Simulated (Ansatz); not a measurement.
## AlRu: energy along a strain

AlRu, Pm-3m, a = 3.004 Å. The structure is a COD entry; whether it is the stable form wasn't checked. Ansatz: PBE, PAW, 420 eV, Γ-centred 20×20×20 mesh on 2 atoms, Gaussian smearing 0.15 eV; no spin polarisation. Cell vectors (Å): 3.004 0.000 0.000; 0.000 3.004 0.000; 0.000 0.000 3.004. The cell is strained by x per cent times the pattern (0 1 0 0 0 0) in the order xx yy zz yz xz xy (engineering shears), with fractional coordinates held. y is the free energy over the start, V0 = 13.555 Å³/atom.

| x (%) | y (meV/atom) |
| --- | --- |
| -6.00 | 55.73 |
| -4.50 | 30.08 |
| -3.00 | 12.85 |
| -1.50 | 3.09 |
| 0.00 | 0.00 |
| 1.50 | 2.90 |
| 3.00 | 11.18 |
| 4.50 | 24.33 |
| 5.25 | 32.57 |
| 6.00 | ? |

Question: Fit y = c2 x² + c3 x³ to the other rows, get the stiffness along the pattern, and predict the missing energy.

Answer: Least squares on the rows shown. y = 1.3493 x² − 0.032491 x³. The clamped-ion stiffness p·C·p = 2 × 13.49 eV × 160.2 / 13.555 Å³ = 319 GPa, which is C22 in these axes (C11 of the cubic crystal). At x = 6.00 the fit asked for gives 41.56 meV/atom. The run gave 41.85 meV/atom, so the fit is 0.29 meV/atom too low, 0.52 % of the span of the series, against an rms of 0.12 meV/atom on the fitted rows. The row lies outside the fitted range. With a term in x⁴ added, a fit to the same known rows predicts 41.97 meV/atom, so most of the miss is curvature that the known rows already hold.